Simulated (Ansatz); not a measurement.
## antiNiAs-structured HfC

Computed with Ansatz (plane waves, PAW, 420 eV cutoff): PBE, scalar-relativistic, no spin polarisation, 12×12×8 k-mesh, Gaussian smearing of 0.05 eV; PAW files: Ansatz's generated set soft_2.

Space group P6_3/mmc (No. 194). a = 3.330 Å, b = 3.330 Å, c = 5.227 Å, α = 90.00°, β = 90.00°, γ = 120.00°
```
atom  site  symmetry       x       y       z
  Hf    2c      -6m2  0.3333  0.6667  0.2500
   C    2a      -3m.  0.0000  0.0000  0.0000
```

The start was a prototype's sites filled with these elements, not a measured cell.

The cell above was scaled in volume, and shape and atoms were relaxed at each volume within its symmetry. Energies are counted from the cell above.

The cell is relaxed to zero pressure at this level.

```
V (Å³/atom)  ΔE (meV/atom)  P (GPa)
      11.86           30.2     14.7
      12.05           15.5     10.3
      12.30            3.8      4.9
      12.55            0.0      0.0
      12.80            3.5     -4.4
      13.05           13.5     -8.4
      13.43           39.5    -13.6
      13.80           77.0    -18.1
```

**Question.** What do the points give for the equilibrium volume, the bulk modulus and its pressure derivative (third-order Birch–Murnaghan)?

**Answer.** V0 = 12.55 Å³/atom, B0 = 231 GPa, B0′ = 4.1.

B0·V0 = 231.2 GPa × 12.55 Å³ = 18.11 eV/atom sets the scale: near the minimum ΔE ≈ ½ B0 V0 x², with x = V/V0 − 1, and a pressure of 2.3 GPa squeezes the volume by about 1 %. At the ends of the curve: x = −5.5 % predicts 27.4 meV/atom and the run gives 30.2; x = +10.0 % predicts 90.5 meV/atom and the run gives 77.0. The curve is steeper than the parabola on the compressed side and flatter on the expanded side: the bulk modulus rises with pressure.

No spin–orbit coupling, a notable omission for heavy elements. The run is a metal.
